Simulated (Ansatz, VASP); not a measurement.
BN: VASP beside Ansatz

INCAR

```
SYSTEM = BN
ALGO = Normal
EDIFF = 1E-6
EDIFFG = -0.001
ENCUT = 600
IBRION = 2
ISIF = 3
ISMEAR = 0
LASPH = .True.
LCHARG = .False.
LREAL = .False.
LWAVE = .False.
NELM = 60
NSW = 80
PREC = Accurate
SIGMA = 0.01
```

Contents of KPOINTS:

```
k-points
0
Gamma
  12 12 12
  0 0 0
```

POSCAR

```
BN
1.0
    0.0000000000      1.7902744181      1.7902744181
    1.7902744181      0.0000000000      1.7902744181
    1.7902744181      1.7902744181      0.0000000000
B N
1 1
Direct
    0.0000000000      0.0000000000      0.0000000000
    0.7500000000      0.7500000000      0.7500000000
```

Input for Ansatz:

```yaml
crystal:
  lattice:
    - [0.0, 1.7902744181, 1.7902744181]
    - [1.7902744181, 0.0, 1.7902744181]
    - [1.7902744181, 1.7902744181, 0.0]
  atoms:
    - { symbol: B, position: [0.0, 0.0, 0.0] }
    - { symbol: "N", position: [0.75, 0.75, 0.75] }
basis:
  ecutwfc: 420
kpoints:
  mp_grid: { grid: [12, 12, 12] }
hamiltonian:
  xc: lda
scf:
  occupations: { method: fixed }
output:
  forces: true
  stress: true
  eigenvalues: true
  write_density: true
  write_potential: true
  elf: true
  volumetric_format: npy
relax:
  adjacent_minimum: "off"
  f_tol: 0.001
  max_steps: 60
  cell: { stress_tol: 0.01 }
```

Alike in both runs: task relaxation of cell and atoms; functional LDA; k mesh 12 × 12 × 12; no spin polarisation.

|  | VASP | Ansatz |
| --- | --- | --- |
| version | VASP 6.6.1 | Ansatz 0.2.0 |
| potentials or method | VASP PAW LDA potentials, release 64 (B, N) | scalar-relativistic, plane waves, PAW |
| plane-wave cutoff (eV) | 600 | 420 |
| occupations | gaussian, width 0.01 eV | fixed |
| valence electrons in the cell | 8 | 8 |

Ansatz gave:

```
gap on the k mesh at the Fermi level, each at its own relaxed structure (eV) : 4.39
relaxed volume (Å³/atom)                                                     : 5.74
relaxed cell length with the largest relative difference (Å)                 : 2.532
```

Task: What did VASP give for the same quantities?

Result: gap on the k mesh at the Fermi level, each at its own relaxed structure (eV): 4.38; relaxed volume (Å³/atom): 5.75; relaxed cell length with the largest relative difference (Å): 2.533.

A k mesh can miss the band edges.
